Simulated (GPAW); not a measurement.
HfO2:

```xyz
6
Lattice="3.5580 0.0000 0.0000 0.0000 3.5580 0.0000 0.0000 0.0000 5.1719" Properties=species:S:1:pos:R:3 pbc="T T T"
Hf    0.0000    0.0000    0.0000
Hf    1.7790    1.7790    2.5859
O     0.0000    1.7790    1.0199
O     1.7790    0.0000    1.5660
O     1.7790    0.0000    4.1519
O     0.0000    1.7790    3.6059
```

Measurements of this composition are mostly on another form, of space group No. 14.

Base run:

| Item | Value |
| --- | --- |
| Program | GPAW 26.7.0 |
| Functional | r2SCAN |
| Potentials or basis | GPAW PAW data sets (gpaw-data 1.2.1) |
| Cutoff | 800 eV |
| Basis | pw |
| k mesh | 5 × 5 × 4 |
| Occupations | fermi-dirac, width 0.05 eV |
| Spin | no spin polarisation |

Its results: band gap on the k mesh 5.30 eV, indirect (least direct gap 5.38 eV); pressure 4.3 GPa; largest force 0.126 eV/Å.

Task: The run is repeated on the same cell with these changes: functional from r2SCAN to PBE. What comes out?

Result: Band gap on the k mesh 4.75 eV, indirect (least direct gap 4.83 eV); pressure 10.5 GPa; largest force 0.264 eV/Å.

r2SCAN gives the wider gap, since meta-GGAs in the generalised Kohn-Sham scheme recover part of the derivative discontinuity.

Caveats: spin-orbit coupling is left out, which moves the levels of the heavy elements; the PAW data sets were made with another functional, which shifts forces and pressure a little (some runs).
